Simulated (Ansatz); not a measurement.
**What strain does to MgO (rocksalt)**

Rocksalt MgO, relaxed with r2SCAN in Ansatz 0.2.0. The symmetry is Fm-3m (No. 225, cubic); a = 4.204 Å in the conventional setting, 9.29 Å³ an atom. Around Mg lie 6 O at 2.10 Å; around O lie 6 Mg at 2.10 Å.

The axes x, y and z are those of this cell:
```
Mg O
1.0
     0.00000    2.10217    2.10217
     2.10217    0.00000    2.10217
     2.10217    2.10217    0.00000
Mg O
1 1
Direct
  0.00000 0.00000 0.00000
  0.50000 0.50000 0.50000
```

Unstrained: The PBE gap is direct at Γ: 4.797 eV. With r2SCAN the gap is 5.685 eV and direct, at Γ. With HSE06 the gap is 6.541 eV and direct, at Γ. Meshes: PBE 10×10×10, r2SCAN 10×10×10, HSE06 8×8×8. Strains are changes of length per length, and xy shears are angles. After each strain the atoms were relaxed again with r2SCAN within the symmetry that the strain leaves, so tilts or polar shifts that break it weren't tested; points keep the names that they have in the unstrained zone. Spin-unpolarised throughout; all numbers are computed.

Changes of the least gap in eV (an overlap counts as a negative gap):
```json
{"strain": "uniaxial +2.87 % along z", "volume change (%)": "+2.9", "space group": "I4/mmm", "PBE": "-0.315", "r2SCAN": "-0.327", "HSE06": "-0.355", "energy rise, r2SCAN (meV/atom)": "6.6"}
{"strain": "isotropic -3.39 % on every length", "volume change (%)": "-9.8", "space group": "Fm-3m", "PBE": "+1.078", "r2SCAN": "+1.123", "HSE06": "+1.178", "energy rise, r2SCAN (meV/atom)": "55.7"}
{"strain": "xy shear, engineering strain (angle) +0.38 %", "volume change (%)": "0.0", "space group": "Immm", "PBE": "-0.015", "r2SCAN": "-0.015", "HSE06": "-0.014", "energy rise, r2SCAN (meV/atom)": "0.1"}
```

Uniaxial +2.87 % along z, other directions held. HSE06: the gap goes from 6.541 to 6.186 eV (-0.355 eV); with r2SCAN the top three valence levels at Γ, degenerate before, become 1+2 from the top over 59 meV. Stress change with r2SCAN, compression positive: xx -2.57, yy -2.57, zz -7.49 GPa.

Isotropic -3.39 % on every length. HSE06: the gap goes from 6.541 to 7.719 eV (+1.178 eV). Stress change with r2SCAN, compression positive: xx +21.31, yy +21.31, zz +21.31 GPa. For HSE06, dE_g/d ln V = -11.4 eV over this step.

Xy shear, engineering strain (angle) +0.38 %. HSE06: the gap goes from 6.541 to 6.527 eV (-0.014 eV); with r2SCAN the top three valence levels at Γ, degenerate before, become 1+1+1 from the top over 29 meV. Stress change with r2SCAN, compression positive: xx 0.00, yy 0.00, zz 0.00, xy -0.60 GPa.

The meshes of the hybrids are coarse, so their gaps aren't converged to the digits shown.

The splittings at Γ are without spin-orbit coupling, which regroups them where it is of like size or larger.
